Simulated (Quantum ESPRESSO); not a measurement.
The system is NiO.

```
Ni O
1.0
     0.00000    2.08590    2.08590
     2.08590    0.00000    2.08590
     2.08590    2.08590    0.00000
Ni O
1 1
Direct
  0.00000 0.00000 0.00000
  0.50000 0.50000 0.50000
```

| Property | Result |
| --- | --- |
| Program | Quantum ESPRESSO 7.5 |
| Task | Hubbard U by linear response |
| Functional | PBEsol |
| Potentials or basis | PseudoDojo 0.4.1 SR PBEsol standard |
| Cutoff | 1333 eV |
| Density cutoff | 5333 eV |
| k mesh | 8 × 8 × 8 |
| Occupations | fermi-dirac, width 0.05 eV |
| Spin | collinear spin, ferromagnetic start |
| Starting moments | [1.0, 0.0] μB |
| Hubbard terms | Ni d U = 5.3 eV |
| Start of the occupations | default |
| Hubbard projectors | ortho-atomic |
| Mixing beta | 0.3 |
| Most SCF iterations | 120 |
| SCF threshold | 4e-10 Ry |
| q mesh | 2 × 2 × 2 |

The first run showed a gap, so the response started from a second, tighter run with fixed occupations.

Task: What Hubbard parameters does linear response give?

Result: U = 5.40 eV on Ni 3d. The values belong to these projectors, potentials and this ground state, and don't carry over to other codes.

Hubbard U from linear response:
```
site  manifold  U (eV)
   1     Ni-3d    5.40
```
On the first site the bare response is -0.083 and the screened one -0.057 eV⁻¹.

Eigenvalues of the final occupation matrices:
```
   site  spin  trace               eigenvalues
Ni 1 3d     1   4.99  1.00 1.00 1.00 1.00 1.00
Ni 1 3d     2   3.29  0.15 0.15 1.00 1.00 1.00
```

Caveat: a cell with one magnetic atom can't hold antiferromagnetic order, which such compounds often take.
